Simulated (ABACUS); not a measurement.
The system is Au.

```
Au
1.0
     2.90000    0.00000    0.00000
    -1.45000    2.51147    0.00000
     0.00000    0.00000    4.88000
Au
2
Direct
  0.66667 0.33333 0.25000
  0.33333 0.66667 0.75000
```

This isn't the form of Au at room conditions, which is fcc.

| Property | Result |
| --- | --- |
| Program | ABACUS 3.10.1 |
| Task | single point |
| Functional | PBE |
| Potentials or basis | PseudoDojo NC SR 0.4.1 PBE standard |
| Cutoff | 1034 eV |
| Density cutoff | 4136 eV |
| Basis | plane waves |
| k mesh | 11 × 11 × 6 |
| Occupations | fermi-dirac, width 0.05 eV |
| Spin | no spin polarisation |

On this cell: pressure 1.5 GPa; largest force under 0.003 eV/Å; band gap on the k mesh none (metal or under the smearing width).

The same run follows on a disturbed copy (atoms moved at random, drawn with an rms of 0.05 Å):

```
Au
1.0
     2.90000    0.00000    0.00000
    -1.45000    2.51147    0.00000
     0.00000    0.00000    4.88000
Au
2
Direct
  0.68819 0.35203 0.25122
  0.32218 0.66326 0.75447
```

What changes?

The energy (extrapolated to zero smearing) moves by +0.9 meV/atom; pressure 1.5 GPa; largest force 0.102 eV/Å; band gap on the k mesh none (metal or under the smearing width).

Forces in eV/Å, atoms in the order of the input:
```
Au  -0.029 -0.018  0.096
Au   0.029  0.018 -0.096
```

Stress tensor (GPa, compression positive):
```
 1.90  0.19 -0.08
 0.19  1.61 -0.05
-0.08 -0.05  1.14
```
